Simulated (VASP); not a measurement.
Co: band structure with PBE

Crystal: Co.

```
Co
1.0
     2.47055    0.00000    0.00000
    -1.23527    2.13956    0.00000
     0.00000    0.00000    4.16956
Co
2
Cartesian
  0.0000 1.4264 1.0424
  1.2353 0.7132 3.1272
```

```
Program                : VASP 6.6.1
Task                   : band structure
Functional             : PBE
Potentials or basis    : VASP PAW PBE potentials, release 64 (Co)
Cutoff                 : 520 eV
k mesh                 : 6 × 6 × 2
Occupations            : gaussian, width 0.1 eV
Spin                   : collinear spin, ferromagnetic start
Starting moments       : [1.5, 1.5] μB
Further INCAR settings : ALGO = Normal; EDIFF = 1e-07; NBANDS = 20
```

| Item | Value |
| --- | --- |
| Pressure | 0.0 GPa |
| Band gap along the path | none (metal or under the smearing width) |
| Net moment | 3.60 μB per cell |
| Site moments | Co +1.81 μB |
| Valence electrons inside the program's atomic spheres | Co 8.24 |

Levels at the corners of the path, in eV from the Fermi level:
Spin up:
| point | band 6 | band 7 | band 8 | band 9 | band 10 | band 11 | band 12 | band 13 | band 14 | band 15 |
| --- | --- | --- | --- | --- | --- | --- | --- | --- | --- | --- |
| Γ | -2.34 | -2.34 | -1.91 | -1.91 | -0.99 | -0.99 | -0.55 | 5.57 | 22.39 | 23.93 |
| M | -2.39 | -2.31 | -0.84 | -0.66 | -0.55 | 1.32 | 3.35 | 9.25 | 9.91 | 12.28 |
| M | -2.39 | -2.31 | -0.84 | -0.66 | -0.55 | 1.32 | 3.35 | 9.25 | 9.91 | 12.28 |
| K | -2.95 | -2.06 | -1.13 | -1.06 | -1.06 | 4.68 | 5.49 | 5.49 | 12.04 | 12.70 |
| K | -2.95 | -2.06 | -1.13 | -1.06 | -1.06 | 4.68 | 5.49 | 5.49 | 12.04 | 12.70 |
| Γ | -2.34 | -2.34 | -1.91 | -1.91 | -0.99 | -0.99 | -0.55 | 5.57 | 22.39 | 23.93 |
| Γ | -2.34 | -2.34 | -1.91 | -1.91 | -0.99 | -0.99 | -0.55 | 5.57 | 22.39 | 23.93 |
| A | -2.63 | -2.63 | -2.63 | -1.28 | -1.28 | -1.28 | -1.28 | 13.72 | 13.72 | 23.06 |
| A | -2.63 | -2.63 | -2.63 | -1.28 | -1.28 | -1.28 | -1.28 | 13.72 | 13.72 | 23.06 |
| L | -1.85 | -1.12 | -1.12 | -0.59 | -0.59 | 1.59 | 1.59 | 7.18 | 7.18 | 18.58 |
| L | -1.85 | -1.12 | -1.12 | -0.59 | -0.59 | 1.59 | 1.59 | 7.18 | 7.18 | 18.58 |
| H | -2.95 | -2.01 | -2.01 | -0.86 | -0.86 | 5.81 | 5.81 | 7.29 | 7.29 | 9.49 |
| H | -2.95 | -2.01 | -2.01 | -0.86 | -0.86 | 5.81 | 5.81 | 7.29 | 7.29 | 9.49 |
| A | -2.63 | -2.63 | -2.63 | -1.28 | -1.28 | -1.28 | -1.28 | 13.72 | 13.72 | 23.06 |
| L | -1.85 | -1.12 | -1.12 | -0.59 | -0.59 | 1.59 | 1.59 | 7.18 | 7.18 | 18.58 |
| M | -2.39 | -2.31 | -0.84 | -0.66 | -0.55 | 1.32 | 3.35 | 9.25 | 9.91 | 12.28 |
| K | -2.95 | -2.06 | -1.13 | -1.06 | -1.06 | 4.68 | 5.49 | 5.49 | 12.04 | 12.70 |
| H | -2.95 | -2.01 | -2.01 | -0.86 | -0.86 | 5.81 | 5.81 | 7.29 | 7.29 | 9.49 |
Spin down:
| point | band 4 | band 5 | band 6 | band 7 | band 8 | band 9 | band 10 | band 11 |
| --- | --- | --- | --- | --- | --- | --- | --- | --- |
| Γ | -0.85 | -0.85 | -0.55 | -0.55 | -0.51 | 0.14 | 0.14 | 1.17 |
| M | -1.58 | -1.01 | -0.77 | -0.69 | 1.33 | 1.34 | 1.46 | 2.58 |
| M | -1.58 | -1.01 | -0.77 | -0.69 | 1.33 | 1.34 | 1.46 | 2.58 |
| K | -2.47 | -1.22 | -1.22 | -0.37 | 0.85 | 0.85 | 1.01 | 5.53 |
| K | -2.47 | -1.22 | -1.22 | -0.37 | 0.85 | 0.85 | 1.01 | 5.53 |
| Γ | -0.85 | -0.85 | -0.55 | -0.55 | -0.51 | 0.14 | 0.14 | 1.17 |
| Γ | -0.85 | -0.85 | -0.55 | -0.55 | -0.51 | 0.14 | 0.14 | 1.17 |
| A | -1.61 | -0.86 | -0.86 | -0.86 | -0.86 | 0.83 | 0.83 | 0.83 |
| A | -1.61 | -0.86 | -0.86 | -0.86 | -0.86 | 0.83 | 0.83 | 0.83 |
| L | -2.33 | 0.17 | 0.17 | 0.34 | 0.34 | 1.41 | 1.41 | 2.24 |
| L | -2.33 | 0.17 | 0.17 | 0.34 | 0.34 | 1.41 | 1.41 | 2.24 |
| H | -2.31 | -1.64 | -1.64 | -0.14 | -0.14 | 1.13 | 1.13 | 6.53 |
| H | -2.31 | -1.64 | -1.64 | -0.14 | -0.14 | 1.13 | 1.13 | 6.53 |
| A | -1.61 | -0.86 | -0.86 | -0.86 | -0.86 | 0.83 | 0.83 | 0.83 |
| L | -2.33 | 0.17 | 0.17 | 0.34 | 0.34 | 1.41 | 1.41 | 2.24 |
| M | -1.58 | -1.01 | -0.77 | -0.69 | 1.33 | 1.34 | 1.46 | 2.58 |
| K | -2.47 | -1.22 | -1.22 | -0.37 | 0.85 | 0.85 | 1.01 | 5.53 |
| H | -2.31 | -1.64 | -1.64 | -0.14 | -0.14 | 1.13 | 1.13 | 6.53 |

It took 38 s on 1 thread of Intel(R) Xeon(R) 6975P-C (Granite Rapids) (shared host), peak memory 0.16 GiB.

Caveat: the k mesh is coarse (spacing up to 0.75 Å⁻¹), so the values aren't converged.
